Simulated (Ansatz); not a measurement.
## The perfect AlAs wire along [110], 6 atoms a period, H-terminated

What gap, if any, does the AlAs wire along [110], 6 atoms a period, H-terminated have, and how does it change with the functional and under strain?

Method: DFT PBE, plane waves, PAW; relaxation of a wire's period; PAW set soft_1, in the first sound run; inputs show where later runs differ, in Ansatz 0.2.0.

Most raw output is cut from this account.

## 1. The structure

The cell holds 14 atoms: 8 H, 3 Al and 3 As. Its edges and angles: a = 12.899 Å, b = 13.416 Å, c = 4.052 Å, α = 90.0°, β = 90.0°, γ = 90.0°. Vacuum lies along a and b. The structure's axis is c.

## 2. Relaxation of atoms and period

Band widths follow the bond lengths, so the wire is relaxed first. The atoms and the third cell vector are free; the box across stays fixed as vacuum. A Fermi-Dirac smearing is set since the result may be a metal. The pressure printed is a third of the stress's trace over the whole box, vacuum included; only the stress along the axis is relaxed.

Contents of input.yaml:

```yaml
crystal:
  lattice:
    - [12.899, 0.0, 0.0]
    - [0.0, 13.416, 0.0]
    - [0.0, 0.0, 4.0517218562]
  atoms:
    - { symbol: H, position: [0.373746259, 0.253428742, 0.0] }
    - { symbol: Al, position: [0.444018367, 0.348978804, 0.0] }
    - { symbol: H, position: [0.736400716, 0.499982153, 0.183616083] }
    - { symbol: H, position: [0.263586325, 0.499982153, 0.312353549] }
    - { symbol: As, position: [0.555073488, 0.650985502, 0.5] }
    - { symbol: As, position: [0.555073488, 0.348978804, 0.5] }
    - { symbol: H, position: [0.62445041, 0.745318365, 0.5] }
    - { symbol: H, position: [0.62445041, 0.25464594, 0.5] }
    - { symbol: Al, position: [0.666128608, 0.499982153, 0.5] }
    - { symbol: H, position: [0.263586325, 0.499982153, 0.687646451] }
    - { symbol: H, position: [0.736400716, 0.499982153, 0.816383917] }
    - { symbol: As, position: [0.332963247, 0.499982153, 0.0] }
    - { symbol: H, position: [0.373746259, 0.746535564, 0.0] }
    - { symbol: Al, position: [0.444018367, 0.650985502, 0.0] }
kpoints:
  mp_grid: { grid: [1, 1, 20] }
scf:
  occupations: { method: fermi_dirac, width: 0.05 }
hamiltonian:
  xc: pbe
  pseudopotentials: { kind: paw, azcp: { folder: soft_1 } }
relax:
  cell: { fix: [a, b, alpha, beta, gamma] }
  max_steps: 45
  f_tol: 0.03
```

Run with:

```console
$ ansatz run input.yaml --threads 4 --pin off --max-ram 16384MiB --backend cpu --events-out ev --progress --plain --runs-dir out
```

Wall time 37 s (4 threads of Intel Xeon Platinum 8488C (Sapphire Rapids), shared host); peak memory 1.2 GiB; 2.3 min of CPU time.

The steps of the relaxation:

```
step  energy less that of the first step (eV)  largest force component (eV/Å)  pressure (GPa)  volume (Å³)
   1                                   0.0000                          1.0527            0.58       701.16
   2                                  -0.8635                          0.4620            0.15       722.78
   3                                  -0.9050                          0.8237            0.04       757.84
   4                                  -0.9587                          0.1253           -0.05       749.26
   5                                  -0.9624                          0.0399            0.01       748.44
   6                                  -0.9628                          0.0034           -0.01       749.44
  7*                                  -0.9727                          0.0058            0.01       749.44
```

Relaxation steps marked * repeat the geometry before them on a plane-wave basis chosen anew for their cell, so energy and pressure can jump there.

The run keeps the 4 symmetry operations that it works with, so distortions that break them were not tested.

```
cell as run  before  after  change
      c (Å)   4.052  4.331  +6.9 %
```

The atoms that moved most (Å, along periodic axes as changes of fractional coordinates times the final cell, across vacuum about the mean position):

```
atom      dx      dy      dz  length
  H4   0.101   0.000  -0.225   0.247
 H10   0.101   0.000   0.225   0.247
As12   0.223   0.000   0.000   0.223
  H8  -0.162   0.130   0.000   0.208
  H7  -0.162  -0.130   0.000   0.208
 Al2   0.015  -0.196   0.000   0.197
Al14   0.015   0.196   0.000   0.197
 As5  -0.120  -0.127   0.000   0.175
```

Numbers from this step:

| Quantity | Value |
| --- | --- |
| cell length along the wire | 4.331 Å |

The cell's length comes to 4.331 Å with spin left out.

## 3. The wire at its relaxed period

This step: DFT PBE, plane waves, PAW; bands of a perfect wire; PAW set soft_1 (Ansatz 0.2.0).

At the relaxed period the bands are computed along the axis; those that cross an energy going forward count the channels that a perfect wire would open there.

Contents of input.yaml:

```yaml
crystal:
  lattice:
    - [12.899, 0.0, 0.0]
    - [0.0, 13.416, 0.0]
    - [0.0, 0.0, 4.3306738734]
  atoms:
    - { symbol: H, position: [0.368239459, 0.241780692, 0.0] }
    - { symbol: Al, position: [0.445212249, 0.334370641, 0.0] }
    - { symbol: H, position: [0.740304312, 0.499982153, 0.190109016] }
    - { symbol: H, position: [0.27144416, 0.499982153, 0.260320465] }
    - { symbol: As, position: [0.545746661, 0.641514845, 0.5] }
    - { symbol: As, position: [0.545746661, 0.358449461, 0.5] }
    - { symbol: H, position: [0.611879246, 0.73562942, 0.5] }
    - { symbol: H, position: [0.611879246, 0.264334885, 0.5] }
    - { symbol: Al, position: [0.677747808, 0.499982153, 0.5] }
    - { symbol: H, position: [0.27144416, 0.499982153, 0.739679535] }
    - { symbol: H, position: [0.740304312, 0.499982153, 0.809890984] }
    - { symbol: As, position: [0.350243001, 0.499982153, 0.0] }
    - { symbol: H, position: [0.368239459, 0.758183614, 0.0] }
    - { symbol: Al, position: [0.445212249, 0.665593665, 0.0] }
kpoints:
  mp_grid: { grid: [1, 1, 19] }
  band_path: { path: ["Γ", Z], npoints: 90 }
scf:
  occupations: { method: fermi_dirac, width: 0.05 }
hamiltonian:
  xc: pbe
  pseudopotentials: { kind: paw, azcp: { folder: soft_1 } }
output:
  dos: { e_range: [-5, 4] }
  write_potential: true
  write_density: true
  volumetric_format: npy
```

The job ended after 31 s (4 threads; peak memory 2 GiB; 2 min of CPU time).

This step gave:

| Quantity | Value |
| --- | --- |
| band gap | 1.550 eV |

Electronic bands along the path, in eV, zero at the Fermi level:

```
  point  band 28  band 29  band 30  band 31  band 32  band 33  band 34  band 35
      Γ    -2.61    -2.52    -2.40    -0.78     0.77     0.87     1.44     2.21
halfway    -3.08    -3.08    -2.52    -1.65     1.74     2.22     2.53     2.54
      Z    -3.21    -3.10    -2.80    -2.25     1.18     2.30     2.47     2.54
```

The gap is 1.55 eV, with spin left out.

On this path the gap is direct, 1.55 eV, with the valence top at Γ and the conduction bottom at Γ.

## 4. Levels at the same atoms, cutoff 500 eV, k-mesh 1×1×14

This step: DFT r2SCAN, plane waves, PAW; bands of a perfect wire at the PBE geometry; PAW set soft_1 (Ansatz 0.2.0).

The atoms stay at the PBE geometry and the functional changes. r2SCAN also reads the kinetic-energy density; it often gives larger moments and wider gaps than PBE, at a higher cost. Against the first PBE run of this kind, the cutoff is 500 eV against 420 and the mesh along the wire has 14 points against 19.

Changes to input.yaml since step 3:

```diff
@@ -21,3 +21,3 @@
 kpoints:
-  mp_grid: { grid: [1, 1, 19] }
+  mp_grid: { grid: [1, 1, 14] }
   band_path: { path: ["Γ", Z], npoints: 90 }
@@ -26,8 +26,3 @@
 hamiltonian:
-  xc: pbe
+  xc: r2scan
   pseudopotentials: { kind: paw, azcp: { folder: soft_1 } }
-output:
-  dos: { e_range: [-5, 4] }
-  write_potential: true
-  write_density: true
-  volumetric_format: npy
```

Run time: 54 s. Hardware: 4 threads; peak memory 3.4 GiB.

This step gave:

```
band gap : 1.888 eV
```

The electronic bands at the labelled points (eV, zero at the Fermi level):

```
  point  band 28  band 29  band 30  band 31  band 32  band 33  band 34  band 35
      Γ    -2.86    -2.77    -2.64    -0.95     0.94     1.09     1.69     2.53
halfway    -3.36    -3.34    -2.76    -1.84     1.92     2.50     2.79     2.82
      Z    -3.50    -3.39    -3.05    -2.46     1.30     2.50     2.73     2.86
```

The gap is 1.89 eV, against 1.55 eV under PBE at the relaxed period.

## 5. Another level of theory, level HSE06, cutoff 420 eV

This step: DFT HSE06, plane waves, PAW; levels of a perfect wire at the PBE geometry; PAW set soft_1 (Ansatz 0.2.0).

The atoms stay at the PBE geometry and the functional changes. HSE06 mixes in a quarter of short-range exact exchange, which removes part of the self-interaction that closes gaps; it is dear, so the mesh is thinner and no path is run. Against the first PBE run of this kind, the mesh along the wire has 7 points against 19.

Changes to input.yaml since step 4:

```diff
@@ -21,4 +21,3 @@
 kpoints:
-  mp_grid: { grid: [1, 1, 14] }
-  band_path: { path: ["Γ", Z], npoints: 90 }
+  mp_grid: { grid: [1, 1, 7] }
 scf:
@@ -26,3 +25,3 @@
 hamiltonian:
-  xc: r2scan
+  xc: hse06
   pseudopotentials: { kind: paw, azcp: { folder: soft_1 } }
```

Run time: 94 s. Hardware: 4 threads; peak memory 8.1 GiB.

This step gave:

```
band gap : 2.495 eV
```

The gap is 2.50 eV, against 1.55 eV under PBE at the relaxed period.

## 6. With spin-orbit coupling, k-mesh 1×1×12

This step: DFT PBE, plane waves, fully relativistic PAW; bands of a perfect wire with spin-orbit coupling; PAW set soft_1 (Ansatz 0.2.0).

Spin-orbit coupling mixes the spins and splits bands that cross or touch without it, so it can open or close channels. Fully relativistic datasets take the place of the scalar ones. Against the first PBE run of this kind, the mesh along the wire has 12 points against 19.

Changes to input.yaml since step 5:

```diff
@@ -21,3 +21,4 @@
 kpoints:
-  mp_grid: { grid: [1, 1, 7] }
+  mp_grid: { grid: [1, 1, 12] }
+  band_path: { path: ["Γ", Z], npoints: 90 }
 scf:
@@ -25,3 +26,6 @@
 hamiltonian:
-  xc: hse06
-  pseudopotentials: { kind: paw, azcp: { folder: soft_1 } }
+  xc: pbe
+  pseudopotentials: { kind: paw_fr, azcp: { folder: soft_1 } }
+magnetization:
+  noncollinear: true
+  spin_orbit: true
```

It took 4.6 min on 4 threads; peak memory 6.8 GiB.

Numbers from this step:

```
band gap : 1.551 eV
```

The gap is 1.55 eV, against 1.55 eV under PBE at the relaxed period, with no moment.

## 7. The ladder

Times are for 4 threads of Intel Xeon Platinum 8488C (Sapphire Rapids), shared host. The series side by side:

```
no.     run  band gap (eV)     time  memory (GiB)
  1    lead          1.550     31 s           2.0
  2  levels          1.888     54 s           3.4
  3  levels          2.495     94 s           8.1
  4     SOC          1.551  4.6 min           6.8
```

## 8. Strain along the wire, period over the relaxed period 1.06, k-mesh 1×1×14

This step: DFT PBE, plane waves, PAW; relaxation at a fixed period; PAW set soft_1 (Ansatz 0.2.0).

The period is set to 1.06 times the relaxed one and the atoms relax within it: strain changes bond lengths and angles, which shifts the bands against each other. Against the first PBE run of this kind, the mesh along the wire has 14 points against 19.

The cell differs from the one that the last finished run ended in (c 4.331 → 4.591 Å).

Changes to input.yaml since step 6:

```diff
@@ -4,3 +4,3 @@
     - [0.0, 13.416, 0.0]
-    - [0.0, 0.0, 4.3306738734]
+    - [0.0, 0.0, 4.5905143058]
   atoms:
@@ -21,3 +21,3 @@
 kpoints:
-  mp_grid: { grid: [1, 1, 12] }
+  mp_grid: { grid: [1, 1, 14] }
   band_path: { path: ["Γ", Z], npoints: 90 }
@@ -27,5 +27,7 @@
   xc: pbe
-  pseudopotentials: { kind: paw_fr, azcp: { folder: soft_1 } }
-magnetization:
-  noncollinear: true
-  spin_orbit: true
+  pseudopotentials: { kind: paw, azcp: { folder: soft_1 } }
+relax:
+  max_steps: 40
+  f_tol: 0.02
+output:
+  stress: true
```

It took 53 s on 4 threads; peak memory 2.2 GiB.

Relaxation path:

```
step  energy less that of the first step (eV)  largest force component (eV/Å)
   1                                   0.0000                          0.7119
   2                                  -0.0630                          0.4476
   3                                  -0.1168                          0.1090
   4                                  -0.1183                          0.0093
   5                                  -0.1183                          0.0094
```

Forces are held to the 4 operations that the run works with; a distortion that breaks them can't arise in this run.

The atoms that moved most (Å):

```
atom      dx      dy      dz  length
  H3  -0.080   0.000   0.049   0.094
 H11  -0.080   0.000  -0.049   0.094
  H4   0.049   0.000  -0.061   0.078
 H10   0.049   0.000   0.061   0.078
  H1   0.065  -0.017   0.000   0.067
 H13   0.065   0.017   0.000   0.067
 Al9  -0.053   0.000   0.000   0.053
 As6  -0.051  -0.004   0.000   0.051
```

Final coordinates:

```cif
data_structure
_symmetry_space_group_name_H-M 'P 1'
_symmetry_Int_Tables_number 1
_cell_length_a 12.8990
_cell_length_b 13.4160
_cell_length_c 4.5905
_cell_angle_alpha 90.000
_cell_angle_beta 90.000
_cell_angle_gamma 90.000
_cell_volume 794.40
loop_
_atom_site_label
_atom_site_type_symbol
_atom_site_fract_x
_atom_site_fract_y
_atom_site_fract_z
_atom_site_occupancy
H1 H 0.37330 0.24053 0.00000 1
Al2 Al 0.44826 0.33460 0.00000 1
H3 H 0.73410 0.49998 0.20089 1
H4 H 0.27523 0.49998 0.24706 1
As5 As 0.54183 0.64180 0.50000 1
As6 As 0.54183 0.35816 0.50000 1
H7 H 0.61050 0.73430 0.50000 1
H8 H 0.61050 0.26566 0.50000 1
Al9 Al 0.67363 0.49998 0.50000 1
H10 H 0.27523 0.49998 0.75294 1
H11 H 0.73410 0.49998 0.79911 1
As12 As 0.35357 0.49998 0.00000 1
H13 H 0.37330 0.75943 0.00000 1
Al14 Al 0.44826 0.66536 0.00000 1
```

This step gave:

| Quantity | Value |
| --- | --- |
| band gap | 1.554 eV |

Electronic bands along the path, in eV, zero at the Fermi level:

```
  point  band 28  band 29  band 30  band 31  band 32  band 33  band 34  band 35
      Γ    -2.26    -1.93    -1.75    -0.78     0.78     0.83     1.97     2.71
halfway    -2.62    -2.43    -1.90    -1.32     2.24     2.59     2.70     2.79
      Z    -2.71    -2.53    -2.18    -1.76     1.84     2.83     2.97     3.06
```

The gap is 1.55 eV, against 1.55 eV under PBE at the relaxed period.

## 9. At a strained period, period over the relaxed period 0.94, k-mesh 1×1×15

The period is set to 0.94 times the relaxed one and the atoms relax within it: strain changes bond lengths and angles, which shifts the bands against each other. Against the first PBE run of this kind, the mesh along the wire has 15 points against 19.

The cell differs from the one that the last finished run ended in (c 4.591 → 4.071 Å).

Changes to input.yaml since step 8:

```diff
@@ -4,3 +4,3 @@
     - [0.0, 13.416, 0.0]
-    - [0.0, 0.0, 4.5905143058]
+    - [0.0, 0.0, 4.070833441]
   atoms:
@@ -21,3 +21,3 @@
 kpoints:
-  mp_grid: { grid: [1, 1, 14] }
+  mp_grid: { grid: [1, 1, 15] }
   band_path: { path: ["Γ", Z], npoints: 90 }
```

Elapsed: 45 s, on 4 threads; peak memory 2 GiB.

Step by step:

```
step  energy less that of the first step (eV)  largest force component (eV/Å)
   1                                   0.0000                          0.9828
   2                                  -0.1345                          0.4413
   3                                  -0.1454                          0.0544
   4                                  -0.1463                          0.0103
```

The run keeps the 4 symmetry operations that it works with, so distortions that break them were not tested.

The atoms that moved most (Å):

```
atom      dx      dy      dz  length
 H11   0.091   0.000   0.029   0.095
  H3   0.091   0.000  -0.029   0.095
  H4  -0.048   0.000   0.055   0.073
 H10  -0.048   0.000  -0.055   0.073
 H13  -0.071  -0.011   0.000   0.072
  H1  -0.071   0.011   0.000   0.072
 As5   0.048   0.000   0.000   0.048
 As6   0.048   0.000   0.000   0.048
```

Final coordinates:

```xyz
14
Lattice="12.8990 0.0000 0.0000 0.0000 13.4160 0.0000 0.0000 0.0000 4.0708" Properties=species:S:1:pos:R:3
H     4.6789    3.2546    0.0000
Al    5.6973    4.4764    0.0000
H     9.6401    6.7078    0.7447
H     3.4532    6.7078    1.1143
As    7.0878    8.6063    2.0354
As    7.0878    4.8092    2.0354
H     7.9162    9.8841    2.0354
H     7.9162    3.5314    2.0354
Al    8.7830    6.7078    2.0354
H     3.4532    6.7078    2.9565
H     9.6401    6.7078    3.3261
As    4.4810    6.7078    0.0000
H     4.6789   10.1609    0.0000
Al    5.6973    8.9392    0.0000
```

This step gave:

| Property | Result |
| --- | --- |
| band gap | 1.070 eV |

The electronic bands at the labelled points (eV, zero at the Fermi level):

```
  point  band 28  band 29  band 30  band 31  band 32  band 33  band 34  band 35
      Γ    -2.99    -2.77    -2.53    -0.52     0.92     1.03     1.08     1.76
halfway    -3.60    -3.48    -3.06    -1.80     1.31     1.86     2.09     2.13
      Z    -3.79    -3.43    -3.33    -2.62     0.55     1.76     1.90     2.21
```

The gap is 1.07 eV, against 1.55 eV under PBE at the relaxed period.

## 10. Outcome

```
cell length, PBE              : 4.331 Å
gap, PBE                      : 1.55 eV
gap, r2SCAN                   : 1.89 eV
gap, HSE06                    : 2.50 eV
gap, with spin-orbit coupling : 1.55 eV
gap, period scaled by 1.06    : 1.55 eV
gap, period scaled by 0.94    : 1.07 eV
```

In words: Under PBE the cell's length is 4.33 Å, and a gap of 1.55 eV makes it a semiconductor. At the relaxed period the wire is gapped under every functional, from 1.55 eV (PBE) to 2.50 eV (HSE06). Weak screening in one dimension makes quasiparticle gaps larger than the semilocal gaps, as a rule. Strain matters: under PBE the gap goes from 1.55 eV to 1.07 eV at 0.94 times the period and 1.55 eV at 1.06 times the period. Plain hydrogen on a compound's surface is a simple closure: it may leave surface states, and facets that end in unlike atoms put a field across the wire, both of which shrink the gap. A hybrid's gap is read on a coarse mesh, without a band path.

[Logs are printed without paths, hosts, clocks, repeated set-up lines and the standing remarks that a program may print on its own settings, such as how far it seeks lower states.]

[Hosts, paths, dates, database ids (printed as entryN), source tags and the programs' standing remarks are cut or masked in the printed files.]
